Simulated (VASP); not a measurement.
# BaS in VASP: relaxing the cell with several functionals, part 2 of 2

The system is BaS built on the zincblende prototype, a generated structure that needn't be the ground state.

VASP 6.6.1, plane waves, PAW. The steps go on from the part before.

## (4) Relaxing with LDA

INCAR

```
ENCUT = 600.000000
SIGMA = 0.020000
EDIFF = 1.00e-07
EDIFFG = -5.00e-03
GGA = CA
PREC = Accurate
IBRION = 2
ISIF = 3
ISMEAR = -1
NBANDS = 15
NELM = 120
NSW = 40
LASPH = .TRUE.
LCHARG = .FALSE.
LWAVE = .FALSE.
LREAL = .FALSE.
```

KPOINTS

```
KPOINTS created by Atomic Simulation Environment
0
Gamma
6 6 6
0 0 0
```

POSCAR

```
Ba S
 1.0000000000000000
     0.0000000000000000    3.5194117709000001    3.5194117709000001
     3.5194117709000001    0.0000000000000000    3.5194117709000001
     3.5194117709000001    3.5194117709000001    0.0000000000000000
 Ba  S
   1   1
Cartesian
  0.0000000000000000  0.0000000000000000  0.0000000000000000
  1.7597058854500001  1.7597058854500001  1.7597058854500001
```

Potentials: the recommended LDA PAW datasets, 16 valence electrons in the neutral cell.

Run with:

```sh
mpirun -np 1 vasp_std
```

The first run moved the cell so far that it was started again from its end, on a fresh basis. The second run's POSCAR:

```
Ba S
 1.0000000000000000
     0.0000000000000000    3.4535599046399312    3.4535599046399312
     3.4535599046399312    0.0000000000000000    3.4535599046399312
     3.4535599046399312    3.4535599046399312    0.0000000000000000
 Ba  S
   1   1
Cartesian
  0.0000000000000000  0.0000000000000000  0.0000000000000000
  1.7267799523199656  1.7267799523199656  1.7267799523199656
```

The files below are the second run's.

Standard output, without the iteration lines:

```text
POSCAR found type information on POSCAR BaS
 POSCAR found :  2 types and       2 ions
 LDA part: xc-table for (Slater(with rela. corr.)+CA(PZ))
 , standard interpolation
 POSCAR, INCAR and KPOINTS ok, starting setup
 FFT: planning ... GRIDC
 FFT: planning ... GRID_SOFT
 FFT: planning ... GRID
 WAVECAR not read
 WARNING: random wavefunctions but no delay for mixing, default for NELMDL
 entering main loop
 curvature:   0.00 expect dE= 0.000E+00 dE for cont linesearch  0.000E+00
 search vector abs. value=  0.390E-08
 reached required accuracy - stopping structural energy minimisation
```

OSZICAR:

```text
N       E                     dE             d eps       ncg     rms          rms(c)
DAV:   1     0.948643606701E+02    0.94864E+02   -0.72468E+03   480   0.102E+03
DAV:   2    -0.467679134075E+01   -0.99541E+02   -0.89912E+02   646   0.176E+02
DAV:   3    -0.114059403937E+02   -0.67291E+01   -0.66795E+01   671   0.475E+01
DAV:   4    -0.115678308195E+02   -0.16189E+00   -0.16186E+00   703   0.725E+00
DAV:   5    -0.115690938134E+02   -0.12630E-02   -0.12629E-02   685   0.621E-01    0.546E+00
DAV:   6    -0.106225231360E+02    0.94657E+00   -0.12967E+00   585   0.613E+00    0.378E+00
DAV:   7    -0.105492496012E+02    0.73274E-01   -0.29482E-01   572   0.260E+00    0.234E+00
DAV:   8    -0.105359888399E+02    0.13261E-01   -0.41360E-02   599   0.115E+00    0.371E-01
DAV:   9    -0.105347738686E+02    0.12150E-02   -0.78012E-03   634   0.534E-01    0.307E-01
DAV:  10    -0.105358051353E+02   -0.10313E-02   -0.50744E-04   522   0.145E-01    0.534E-02
DAV:  11    -0.105358018475E+02    0.32878E-05   -0.28308E-04   578   0.919E-02    0.405E-02
DAV:  12    -0.105358097628E+02   -0.79153E-05   -0.79465E-05   613   0.418E-02    0.296E-02
DAV:  13    -0.105358059922E+02    0.37706E-05   -0.11782E-05   620   0.181E-02    0.135E-02
DAV:  14    -0.105358061486E+02   -0.15634E-06   -0.63513E-07   620   0.495E-03    0.123E-03
DAV:  15    -0.105358060856E+02    0.63015E-07   -0.21730E-07   592   0.255E-03
   1 F= -.10535806E+02 E0= -.10535806E+02  d E =-.105358E+02
```

Parts of OUTCAR:

```text
k-points           NKPTS =     16   k-points in BZ     NKDIM =     16   number of bands    NBANDS=     15

   NELECT =      16.0000    total number of electrons

   dimension x,y,z NGX =    40 NGY =   40 NGZ =   40
   dimension x,y,z NGXF=    80 NGYF=   80 NGZF=   80

  energy-cutoff  :      600.00
  volume of cell :       82.38
      direct lattice vectors                 reciprocal lattice vectors
     0.000000000  3.453559905  3.453559905    -0.144778146  0.144778146  0.144778146
     3.453559905  0.000000000  3.453559905     0.144778146 -0.144778146  0.144778146
     3.453559905  3.453559905  0.000000000     0.144778146  0.144778146 -0.144778146

 k-points in reciprocal lattice and weights: KPOINTS created by Atomic Simulation Env
   0.00000000  0.00000000  0.00000000       0.005
   0.16666667  0.00000000  0.00000000       0.037
   0.33333333  0.00000000  0.00000000       0.037
   0.50000000  0.00000000  0.00000000       0.019
   0.16666667  0.16666667  0.00000000       0.028
   0.33333333  0.16666667  0.00000000       0.111
   0.50000000  0.16666667  0.00000000       0.111
  -0.33333333  0.16666667  0.00000000       0.111
[... 8 more k-points ...]

 E-fermi :   0.2822

 k-point     1 :       0.0000    0.0000    0.0000
  band No.  band energies     occupation
      1     -26.0446      2.00000
      2     -11.2572      2.00000
      3     -11.2572      2.00000
      4     -11.2572      2.00000
      5     -10.1231      2.00000
      6      -0.9774      2.00000
      7      -0.9774      2.00000
      8      -0.9774      2.00000
      9       2.3434      0.00000
     10       4.8124      0.00000
     11       4.8124      0.00000
     12       6.8500      0.00000
     13       6.8500      0.00000
     14       6.8500      0.00000
     15       9.9646      0.00000

 k-point     2 :       0.1667    0.0000    0.0000
  band No.  band energies     occupation
      1     -26.0395      2.00000
      2     -11.5425      2.00000
      3     -11.2701      2.00000
      4     -11.2701      2.00000
      5      -9.8330      2.00000
      6      -1.0566      2.00000
      7      -0.8967      2.00000
      8      -0.8967      2.00000
      9       2.9668      0.00000
     10       4.5994      0.00000
     11       4.5994      0.00000
     12       6.5199      0.00000
     13       7.3137      0.00000
     14       7.3137      0.00000
     15       8.4284      0.00000

 k-point     3 :       0.3333    0.0000    0.0000
  band No.  band energies     occupation
      1     -26.0292      2.00000
      2     -11.9205      2.00000
      3     -11.2955      2.00000
      4     -11.2955      2.00000
      5      -9.4577      2.00000
      6      -0.9877      2.00000
      7      -0.7483      2.00000
      8      -0.7483      2.00000
      9       3.9095      0.00000
     10       4.6450      0.00000
     11       4.6450      0.00000
     12       5.8120      0.00000
     13       7.0158      0.00000
     14       7.0158      0.00000
     15       7.4471      0.00000

 k-point     4 :       0.5000    0.0000    0.0000
  band No.  band energies     occupation
      1     -26.0241      2.00000
      2     -12.0680      2.00000
      3     -11.3080      2.00000
      4     -11.3080      2.00000
      5      -9.3179      2.00000
      6      -0.8476      2.00000
      7      -0.6823      2.00000
      8      -0.6823      2.00000
      9       4.1199      0.00000
     10       5.0142      0.00000
     11       5.0142      0.00000
     12       5.1132      0.00000
     13       6.2624      0.00000
     14       6.2624      0.00000
     15       8.5776      0.00000

[... the tables of k-points 5 to 16 left out ...]

  Total        0.0002292      0.0002292      0.0002292     -0.0000000     -0.0000000      0.0000000
  in kB        0.0044585      0.0044585      0.0044585     -0.0000000     -0.0000000      0.0000000
  external PRESSURE =       0.0044585 kB  Pullay stress =       0.0000000 kB

 POSITION                                       TOTAL-FORCE (eV/Angst)
 -----------------------------------------------------------------------------------
      0.00000      0.00000      0.00000        -0.000000     -0.000000     -0.000000
      1.72678      1.72678      1.72678         0.000000      0.000000      0.000000
 -----------------------------------------------------------------------------------
    total drift:                                0.000000      0.000000      0.000000

  FREE ENERGIE OF THE ION-ELECTRON SYSTEM (eV)
  ---------------------------------------------------
  free  energy   TOTEN  =       -10.5358060856 eV

  energy  without entropy=      -10.5358060856  energy(sigma->0) =      -10.53580609
```

CONTCAR

```
Ba S
   1.00000000000000
     0.0000000000000000    3.4535599046399312    3.4535599046399312
     3.4535599046399312    0.0000000000000000    3.4535599046399312
     3.4535599046399312    3.4535599046399312    0.0000000000000000
  Ba              S
     1     1
Direct
     0.0000000000000000    0.0000000000000000    0.0000000000000000
     0.2500000000000000    0.2500000000000000    0.2500000000000000

  0.00000000E+00  0.00000000E+00  0.00000000E+00
  0.00000000E+00  0.00000000E+00  0.00000000E+00
```

Hardware: 1 MPI rank of Intel Xeon 6975P-C, shared host.

|  | before | after | change |
| --- | --- | --- | --- |
| a (Å) | 7.039 | 6.907 | -1.87 % |
| volume (Å³/atom) | 43.592 | 41.191 | -5.51 % |
| shortest distance (Å) | 3.048 | 2.991 | -1.87 % |
| space group | F-43m | F-43m | same |

## (5) Results

The summary covers parts 1 to 2.

```
 level  a (Å)  volume (Å³/atom)  space group  Ansatz: volume (Å³/atom)
   PBE  7.071            44.201        F-43m                    43.592
PBEsol  6.977            42.445        F-43m                    41.732
   LDA  6.907            41.191        F-43m                    40.491
```

What this shows: The PBE run changed the volume by +1.4 % from its own start of 43.59 Å³/atom. The volume spreads over 7.3 %, from LDA to PBE. LDA's volume lies 6.8 % below PBE's. The two programs differ by at most 1.70 % in volume, much less than the spread of the functionals. The two codes have different PAW datasets and cutoffs. LDA means the Perdew–Zunger form in VASP and the Perdew–Wang form in Ansatz.
